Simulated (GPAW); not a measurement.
# Si (P6_3/mmc) in GPAW: settings compared

The runs below take Si through band structure, G0W0 quasiparticle levels, with r2SCAN, PBE.

All numbers are computed with GPAW 26.7.0; they aren't measurements. Logs are shortened: lines on timing, memory, paths and dates and some standing lists are left out, and cuts for length are marked. The log counts tension as positive stress, the text compression.

**1. The crystal as given**

Symmetry: P6_3/mmc, No. 194, hexagonal system. Conventional cell: a = 3.831 Å, b = 3.831 Å, c = 6.333 Å, α = 90.00°, β = 90.00°, γ = 120.00°. Si (site symmetry 3m) is surrounded by 4 Si at 2.35 to 2.37 Å.

This isn't the form of Si at room conditions, which is diamond.

**2. Band structure, r2SCAN**

run.py reads:

```python
from ase import Atoms
from ase.dft.bandgap import bandgap
from ase.io import write
from ase.units import GPa
from gpaw import GPAW, PW

atoms = Atoms(['Si', 'Si', 'Si', 'Si'],
              cell=[[3.8313174605, 0.0, 0.0],
                    [-1.9156587303, 3.3180182508, 0.0],
                    [0.0, 0.0, 6.3326220002]],
              scaled_positions=[[0.6666666667, 0.3333333333, 0.9369905],
                                [0.3333333333, 0.6666666667, 0.4369905],
                                [0.6666666667, 0.3333333333, 0.5630095],
                                [0.3333333333, 0.6666666667, 0.0630095]],
              pbc=True)

calc = GPAW(mode=PW(600),
            xc='MGGA_X_R2SCAN+MGGA_C_R2SCAN',
            kpts={'size': (7, 7, 4), 'gamma': True},
            occupations={'name': 'fermi-dirac', 'width': 0.05},
            nbands=18,
            convergence={'density': 1e-05, 'energy': 1e-05},
            maxiter=150,
            txt='gpaw.txt')
atoms.calc = calc
energy = atoms.get_potential_energy()
forces = atoms.get_forces()
stress = atoms.get_stress()
calc.write('gs.gpw')
write('result.traj', atoms)
print(f'Energy: {energy:.6f} eV')
print('Forces (eV/A):')
print(forces.round(4))
print('Stress (GPa):', (stress / GPa).round(3))
print('Fermi level:', round(calc.get_fermi_level(), 4), 'eV')
print(f'Gap: {bandgap(calc)[0]:.4f} eV, direct: {bandgap(calc, direct=True)[0]:.4f} eV')

path = atoms.cell.bandpath('GMKGALHA,LM,KH', npoints=80, eps=1e-4)
bs_calc = calc.fixed_density(kpts=path, symmetry='off', nbands=33,
                             convergence={'bands': 'CBM+6.0', 'eigenstates': 1e-6}, txt='bands.txt')
bs = bs_calc.band_structure()
bs.write('bs.json')
print(f'Gap on the path: {bandgap(bs_calc)[0]:.4f} eV')
```

Potentials or basis: GPAW PAW data sets (gpaw-data 1.2.1), pw.

The run is started by

```console
$ OMP_NUM_THREADS=1 python run.py
```

gpaw.txt:

```text
__  _  _
 | _ |_)|_||  |
 |__||  | ||/\| - 26.7.0

Input parameters:
  mode=PW(ecut=600.0),
  convergence={'density': 1e-05, 'energy': 1e-05},
  kpts=MonkhorstPack(size=(7, 7, 4), gamma=True),
  maxiter=150,
  nbands=18,
  occupations=Occupations(name='fermi-dirac', width=0.05),
  xc=XC(name='MGGA_X_R2SCAN+MGGA_C_R2SCAN')

Diagonalizing LCAO Hamiltonian
Converting LCAO to pw mode

            Si

            Si
        Si

        Si

Atoms  # Å, Bohr magnetons
|   | symbol |         x |        y |        z |    initial magnetic moments |
|---|--------|-----------|----------|----------|-----------------------------|
| 0 |     Si |  1.915659 | 1.106006 | 5.933607 | ( 0.0000,  0.0000,  0.0000) |
| 1 |     Si | -0.000000 | 2.212012 | 2.767296 | ( 0.0000,  0.0000,  0.0000) |
| 2 |     Si |  1.915659 | 1.106006 | 3.565326 | ( 0.0000,  0.0000,  0.0000) |
| 3 |     Si | -0.000000 | 2.212012 | 0.399015 | ( 0.0000,  0.0000,  0.0000) |

Unit cell  # Å
| periodic |         x |        y |        z |  lengths |     angles |
|----------|-----------|----------|----------|----------|------------|
|      yes |  3.831317 | 0.000000 | 0.000000 | 3.831317 |  90.000000 |
|      yes | -1.915659 | 3.318018 | 0.000000 | 3.831317 |  90.000000 |
|      yes |  0.000000 | 0.000000 | 6.332622 | 6.332622 | 120.000000 |

Number of symmetries: 12
Symmetry operations  # r_c * U_cc + t_c -> r_c
|    | kind |            matrix            |
|----|------|------------------------------|
|  0 |  σ   |  1, 1, 0,  0,-1, 0,  0, 0, 1 |
|  1 |  S6  |  1, 1, 0, -1, 0, 0,  0, 0,-1 |
|  2 |  E   |  1, 0, 0,  0, 1, 0,  0, 0, 1 |
|  3 |  C2  |  1, 0, 0, -1,-1, 0,  0, 0,-1 |
|  4 |  C2  |  0, 1, 0,  1, 0, 0,  0, 0,-1 |
|  5 |  C3  |  0, 1, 0, -1,-1, 0,  0, 0, 1 |
|  6 |  S6  |  0,-1, 0,  1, 1, 0,  0, 0,-1 |
|  7 |  σ   |  0,-1, 0, -1, 0, 0,  0, 0, 1 |
|  8 |  σ   | -1, 0, 0,  1, 1, 0,  0, 0, 1 |
|  9 |  i   | -1, 0, 0,  0,-1, 0,  0, 0,-1 |
| 10 |  C3  | -1,-1, 0,  1, 0, 0,  0, 0, 1 |
| 11 |  C2  | -1,-1, 0,  0, 1, 0,  0, 0,-1 |

BZ-sampling:
  Number of BZ points: 196
  Number of IBZ points: 28

  Monkhorst-Pack size: [7, 7, 4]
  Monkhorst-Pack shift: [0.0, 0.0, 0.125]

K-points  # in reciprocal-cell coordinates
|     |                                coordinates |     weight |
|-----|--------------------------------------------|------------|
|   0 | (  0.00000000,   0.00000000,   0.00000000) | 0.00510204 |
|   1 | (  0.00000000,   0.00000000,   0.25000000) | 0.01020408 |
|   2 | (  0.00000000,   0.00000000,   0.50000000) | 0.00510204 |
|   3 | (  0.14285714,   0.00000000,  -0.25000000) | 0.03061224 |
|   4 | (  0.14285714,   0.00000000,   0.00000000) | 0.03061224 |
|   5 | (  0.14285714,   0.00000000,   0.25000000) | 0.03061224 |
|   6 | (  0.14285714,   0.00000000,   0.50000000) | 0.03061224 |
|   7 | (  0.28571429,  -0.14285714,   0.00000000) | 0.03061224 |
|   8 | (  0.28571429,  -0.14285714,   0.25000000) | 0.06122449 |
|   9 | (  0.28571429,  -0.14285714,   0.50000000) | 0.03061224 |
| ... |                                            |            |
|  27 | (  0.42857143,   0.42857143,   0.50000000) | 0.03061224 |

Plane wave coefficients: 2738
Cutoff: 600.0 eV

Spin-components: 1 (collinear spins)
Bands:           18
Projectors:      20
Spin-degeneracy: 2
Datatype:        complex128

Parallelization:
  kpt:    1
  domain: 1
  band:   1

Density:
  Valence electrons: 16.0
  Components: 1
  Grid points: [24 24 36]
  Charge: 0.0  # |e|

Potential:
  Grid points: [24 24 36]

species:
  Si:
    name:    Silicon
    Z:       14.0
    valence: 4
    core:    10
    charge:  0.0  # [|e|]
    compensation charges:
      type: gauss
      rc: 0.33  # [Å]
      lmax: 2
    cutoffs:
      filter: 1.86  # [Å]
      core: 2.06  # [Å]
    projectors
    | kind |    occ | energy [eV] | rcut [Å] |
    |------|--------|-------------|----------|
    |   3s |  2.000 |     -10.812 |    1.058 |
    |   3p |  2.000 |      -4.081 |    1.058 |
    |    s |        |      16.399 |    1.058 |
    |    p |        |      23.130 |    1.058 |
    |    d |        |       0.000 |    1.058 |

    Using partial waves for Si as LCAO basis

Reference energy: -31545.377001  # eV

eigensolver:
  PPCG
  Converge bands: occupied
  niter=2

density mixing:
  MSR1-Mixer
  Pratt-step length: 0.05
  Maximum mixing coefficient: 0.75
  Old densities: 10
  SVD Regularization: 0.005
  Good broyden scale: 1.0
  Trust region scale: 1.0
  Backstep threshold: 4.0
  History deletion threshold: 6.0
  Fourier metric: weight=20.0, sigma=0.015

occupation numbers:
  Fermi-Dirac:
    width: 0.0500  # eV

poisson solver:
  ecut: 4800.0  # eV

xc functional:
  name: MGGA_X_R2SCAN+MGGA_C_R2SCAN with 2 nearest neighbor stencil

convergence criteria:
- Maximum integral of absolute [dens]ity change: 1e-05 electrons / valence electron
- Maximum [total energy] change in last 3 cyles: 1e-05 eV / valence electron
- Maximum integral of absolute [eigenst]ate change: 4e-08 eV^2 / valence electron
maximum number of iterations: 150

SCF iterations
|iter     | |      energy | eigst |  dens |
|---------|-|-------------|-------|-------|
|iter:   1| |  -36.483939 | -0.09 |       |
|iter:   2| |  -34.574796 | -1.44 | -0.82 |
|iter:   3| |  -34.415864 | -1.75 | -0.83 |
|iter:   4| |  -34.535866 | -2.31 | -1.49 |
|iter:   5| |  -34.537734 | -3.58 | -1.94 |
|iter:   6| |  -34.537858 | -5.40 | -2.70 |
|iter:   7| |  -34.537870c| -6.48 | -3.34 |
|iter:   8| |  -34.537870c| -7.60c| -4.36 |
|iter:   9| |  -34.537870c| -8.15c| -4.85 |
|iter:  10| |  -34.537870c| -8.99c| -5.64c|

Converged in 10 steps
Energy contributions relative to reference atoms: (reference = -31545.377001)

Energy contributions:
  Kinetic:          19.582324
  Coulomb:         -16.416171
  Zero:             -0.081158
  External:          0.000000
  Xc:              -37.622847
  Entropy:          -0.000036
  Spinorbit:         0.000000
  ----------------------------
  Free energy:     -34.537888
  Extrapolated:    -34.537870

dipole moment: (-0.000005, -0.000009, -0.000017)  # |e|*Ang

Fermi level: 5.753
Eigenvalues  # (at kpt = [0.000, 0.000, 0.000])
| band index |      eig [eV] | occ [0-2] |
|------------|---------------|-----------|
|          0 |        -7.338 |     2.000 |
|          1 |        -4.935 |     2.000 |
|          2 |        -2.093 |     2.000 |
|          3 |         3.831 |     2.000 |
|          4 |         3.831 |     2.000 |
|          5 |         5.077 |     2.000 |
[... 8 lines left out ...]
|         14 |         9.888 |     0.000 |
|         15 |        11.701 |     0.000 |
|        ... |               |           |
|         17 |        13.272 |     0.000 |

Gap: 0.669 eV
Transition (v -> c):
  (s=0, k=0, n=7, [0.00, 0.00, 0.00]) -> (s=0, k=19, n=8, [0.43, 0.00, 0.00])
Direct/indirect transitions are different
Direct gap: 1.356 eV
Transition at: (s=0, k=0, n=7, [0.00, 0.00, 0.00])

Forces  # eV/Ang
|        x |        y |        z |
|----------|----------|----------|
|  0.00000 |  0.00000 |  0.00473 |  # Si   0
|  0.00000 | -0.00000 |  0.00473 |  # Si   1
|  0.00000 |  0.00000 | -0.00473 |  # Si   2
| -0.00000 | -0.00000 | -0.00473 |  # Si   3

Stress tensor  # eV/Ang^3
|         x |         y |         z |
|-----------|-----------|-----------|
| -0.002680 | -0.000000 |  0.000000 |
| -0.000000 | -0.002680 |  0.000000 |
|  0.000000 |  0.000000 | -0.003524 |

# Writing to gs.gpw (mode='')
```

Wall time 7.5 min (1 thread of Intel Xeon at 2.50GHz (Skylake/Cascade Lake), shared host); peak memory 0.39 GiB.

What came out:

```yaml
Free_energy: -34.5379 eV
Pressure: 0.5 GPa
Largest_force: 0.005 eV/Å
Band_gap_on_the_k_mesh: 0.67 eV, indirect (least direct gap 1.36 eV)
Band_gap_along_the_path: 0.61 eV, indirect (least direct gap 1.36 eV)
```

Forces in eV/Å, atoms in the order of the input:
```
Si   0.000  0.000  0.005
Si   0.000  0.000  0.005
Si   0.000  0.000 -0.005
Si   0.000  0.000 -0.005
```

Stress tensor (GPa, compression positive):
```
0.43 0.00 0.00
0.00 0.43 0.00
0.00 0.00 0.56
```

Levels at the corners of the path, in eV from the valence-band top:
| point | band 4 | band 5 | band 6 | band 7 | band 8 | band 9 | band 10 | band 11 | band 12 | band 13 |
| --- | --- | --- | --- | --- | --- | --- | --- | --- | --- | --- |
| Γ | -1.62 | -1.62 | -0.37 | 0.00 | 0.00 | 1.36 | 2.16 | 2.16 | 2.56 | 4.07 |
| M | -6.24 | -4.88 | -3.24 | -3.11 | -1.53 | 0.61 | 2.64 | 3.24 | 3.33 | 4.78 |
| K | -6.87 | -5.42 | -3.75 | -3.75 | -3.50 | 0.98 | 5.75 | 5.81 | 5.81 | 6.04 |
| Γ | -1.62 | -1.62 | -0.37 | 0.00 | 0.00 | 1.36 | 2.16 | 2.16 | 2.56 | 4.07 |
| A | -4.40 | -0.99 | -0.99 | -0.99 | -0.99 | 2.14 | 2.14 | 3.19 | 3.19 | 3.19 |
| L | -7.58 | -2.58 | -2.58 | -2.56 | -2.56 | 1.14 | 1.14 | 1.89 | 1.89 | 6.00 |
| H | -7.75 | -4.69 | -4.69 | -2.12 | -2.12 | 1.83 | 1.83 | 3.89 | 3.89 | 6.50 |
| A | -4.40 | -0.99 | -0.99 | -0.99 | -0.99 | 2.14 | 2.14 | 3.19 | 3.19 | 3.19 |
| L | -7.58 | -2.58 | -2.58 | -2.56 | -2.56 | 1.14 | 1.14 | 1.89 | 1.89 | 6.00 |
| M | -6.24 | -4.88 | -3.24 | -3.11 | -1.53 | 0.61 | 2.64 | 3.24 | 3.33 | 4.78 |
| K | -6.87 | -5.42 | -3.75 | -3.75 | -3.50 | 0.98 | 5.75 | 5.81 | 5.81 | 6.04 |
| H | -7.75 | -4.69 | -4.69 | -2.12 | -2.12 | 1.83 | 1.83 | 3.89 | 3.89 | 6.50 |

Caveat: the PAW data sets were made with another functional, which shifts forces and pressure a little.

**3. G0W0 quasiparticle levels, PBE**

This run uses another cell than the first one, of 18.92 Å³/atom, 0.940 times its volume.

run.py reads:

```python
import json
import numpy as np
from ase import Atoms
from ase.dft.bandgap import bandgap
from ase.io import write
from gpaw import GPAW, PW
from gpaw.response.g0w0 import G0W0

atoms = Atoms(['Si', 'Si', 'Si', 'Si'],
              cell=[[3.7531053624, 0.0, 0.0],
                    [-1.8765526812, 3.2502845869, 0.0],
                    [0.0, 0.0, 6.2033485431]],
              scaled_positions=[[0.6666666667, 0.3333333333, 0.9369905],
                                [0.3333333333, 0.6666666667, 0.4369905],
                                [0.6666666667, 0.3333333333, 0.5630095],
                                [0.3333333333, 0.6666666667, 0.0630095]],
              pbc=True)

calc = GPAW(mode=PW(450),
            xc='PBE',
            kpts={'size': (2, 2, 1), 'gamma': True},
            occupations={'name': 'fermi-dirac', 'width': 0.001},
            nbands=18,
            convergence={'density': 1e-06},
            maxiter=150,
            txt='gpaw.txt')
atoms.calc = calc
energy = atoms.get_potential_energy()
calc.write('gs.gpw')
write('result.traj', atoms)
print(f'Energy: {energy:.6f} eV')
print('Fermi level:', round(calc.get_fermi_level(), 4), 'eV')
print(f'Gap: {bandgap(calc)[0]:.4f} eV, direct: {bandgap(calc, direct=True)[0]:.4f} eV')

calc.diagonalize_full_hamiltonian(nbands=186)
calc.write('full.gpw', mode='all')

ibz = calc.get_ibz_k_points()
gap, vbm, cbm = bandgap(calc, output=None)
gap, direct, _ = bandgap(calc, direct=True, output=None)
gamma = int(np.abs(ibz).sum(1).argmin())
kpts = sorted({gamma, vbm[1], cbm[1], direct[1]})
gw = G0W0(calc='full.gpw',
          filename='gw',
          ecut=104.2,
          ecut_extrapolation=True,
          relbands=(-2, 2),
          kpts=kpts,
          integrate_gamma='WS',
          ppa=True)
gw.calculate()
results = {mode: {key: np.asarray(r[key]).tolist() for key in ['f', 'eps', 'vxc', 'exx', 'sigma', 'Z', 'qp', 'sigma_eskn']}
           for mode, r in gw.all_results.items()}
json.dump({'kpts': ibz[kpts].tolist(), 'results': results}, open('gw.json', 'w'))
for mode, r in results.items():
    f, qp = np.array(r['f']), np.array(r['qp'])
    print(mode, 'quasiparticle energies (eV):')
    print(qp.round(3))
    print(mode, 'gap:', round(qp[f < 0.5].min() - qp[f > 0.5].max(), 4), 'eV')
```

Potentials or basis: GPAW PAW data sets (gpaw-data 1.2.1), pw.

The run is started by

```console
$ OMP_NUM_THREADS=1 python run.py
```

gpaw.txt:

```text
__  _  _
 | _ |_)|_||  |
 |__||  | ||/\| - 26.7.0

Input parameters:
  mode=PW(ecut=450.00000000000006),
  convergence={'density': 1e-06},
  kpts=MonkhorstPack(size=(2, 2, 1), gamma=True),
  maxiter=150,
  nbands=18,
  occupations=Occupations(name='fermi-dirac', width=0.001),
  xc=XC(name='PBE')

Diagonalizing LCAO Hamiltonian
Converting LCAO to pw mode

           Si

           Si
        Si

        Si

Atoms  # Å, Bohr magnetons
|   | symbol |         x |        y |        z |    initial magnetic moments |
|---|--------|-----------|----------|----------|-----------------------------|
| 0 |     Si |  1.876553 | 1.083428 | 5.812479 | ( 0.0000,  0.0000,  0.0000) |
| 1 |     Si | -0.000000 | 2.166856 | 2.710804 | ( 0.0000,  0.0000,  0.0000) |
| 2 |     Si |  1.876553 | 1.083428 | 3.492544 | ( 0.0000,  0.0000,  0.0000) |
| 3 |     Si | -0.000000 | 2.166856 | 0.390870 | ( 0.0000,  0.0000,  0.0000) |

Unit cell  # Å
| periodic |         x |        y |        z |  lengths |     angles |
|----------|-----------|----------|----------|----------|------------|
|      yes |  3.753105 | 0.000000 | 0.000000 | 3.753105 |  90.000000 |
|      yes | -1.876553 | 3.250285 | 0.000000 | 3.753105 |  90.000000 |
|      yes |  0.000000 | 0.000000 | 6.203349 | 6.203349 | 120.000000 |

Number of symmetries: 12
Symmetry operations  # r_c * U_cc + t_c -> r_c
|    | kind |            matrix            |
|----|------|------------------------------|
|  0 |  σ   |  1, 1, 0,  0,-1, 0,  0, 0, 1 |
|  1 |  S6  |  1, 1, 0, -1, 0, 0,  0, 0,-1 |
|  2 |  E   |  1, 0, 0,  0, 1, 0,  0, 0, 1 |
[... 91 lines left out ...]
  Fermi-Dirac:
    width: 0.0010  # eV

poisson solver:
  ecut: 3600.0000000000005  # eV

xc functional:
  name: PBE with 2 nearest neighbor stencil

convergence criteria:
- Maximum integral of absolute [dens]ity change: 1e-06 electrons / valence electron
- Maximum [total energy] change in last 3 cyles: 0.0005 eV / valence electron
- Maximum integral of absolute [eigenst]ate change: 4e-08 eV^2 / valence electron
maximum number of iterations: 150

SCF iterations
|iter     | |      energy | eigst |  dens |
|---------|-|-------------|-------|-------|
|iter:   1| |  -19.465213 | -0.00 |       |
|iter:   2| |  -19.421581 | -2.42 | -0.73 |
|iter:   3| |  -19.070606 | -1.91 | -0.75 |
|iter:   4| |  -19.069040 | -2.87 | -1.37 |
|iter:   5| |  -19.069456c| -4.59 | -2.17 |
|iter:   6| |  -19.069476c| -6.02 | -3.05 |
|iter:   7| |  -19.069481c| -7.17 | -3.56 |
|iter:   8| |  -19.069481c| -8.16c| -4.12 |
|iter:   9| |  -19.069481c| -8.80c| -5.25 |
|iter:  10| |  -19.069481c| -9.59c| -5.66 |
|iter:  11| |  -19.069481c|-10.38c| -6.18c|

Converged in 11 steps
Energy contributions relative to reference atoms: (reference = -31545.377001)

Energy contributions:
  Kinetic:          46.022992
  Coulomb:         -36.476546
  Zero:             -0.056593
  External:          0.000000
  Xc:              -28.559334
  Entropy:          -0.000000
  Spinorbit:         0.000000
  ----------------------------
  Free energy:     -19.069481
  Extrapolated:    -19.069481

dipole moment: (-0.000005, -0.000009, -0.000017)  # |e|*Ang

Fermi level: 6.387
Eigenvalues  # (at kpt = [0.000, 0.000, 0.000])
| band index |      eig [eV] | occ [0-2] |
|------------|---------------|-----------|
|          0 |        -6.409 |     2.000 |
|          1 |        -3.930 |     2.000 |
|          2 |        -1.355 |     2.000 |
|          3 |         4.674 |     2.000 |
|          4 |         4.674 |     2.000 |
|          5 |         5.849 |     2.000 |
[... 8 lines left out ...]
|         14 |        10.514 |     0.000 |
|         15 |        12.071 |     0.000 |
|        ... |               |           |
|         17 |        13.579 |     0.000 |

Gap: 0.182 eV
Transition (v -> c):
  (s=0, k=0, n=7, [0.00, 0.00, 0.00]) -> (s=0, k=1, n=8, [0.50, 0.50, 0.00])
Direct/indirect transitions are different
Direct gap: 1.110 eV
Transition at: (s=0, k=0, n=7, [0.00, 0.00, 0.00])
# Writing to gs.gpw (mode='')

Matrix size: 1677x1677
# Writing to full.gpw (mode='all')
```

It took 31 s on 1 thread of Arm Neoverse V1, shared host; peak memory 0.38 GiB.

These settings aren't checked as converged: the numbers below hold their error.

Results:

```
Free energy                              : -19.0695 eV
Band gap on the k mesh, mean-field level : 0.18 eV, indirect (least direct gap 1.11 eV)
Quasiparticle gap                        : 0.89 eV
Least direct quasiparticle gap           : 1.92 eV
```

Caveat: the k mesh is coarse (spacing up to 1.01 Å⁻¹), so the values aren't converged; the extrapolation in the response cutoff is poor; the quasiparticle gap is taken among the few k points that were corrected; the k mesh is too small for a converged quasiparticle gap; the long-wavelength limit can be off by a per cent or two; an odd mesh through Γ misses points on the zone boundary, where band edges often lie.

(Continued in part 2 of 2.)
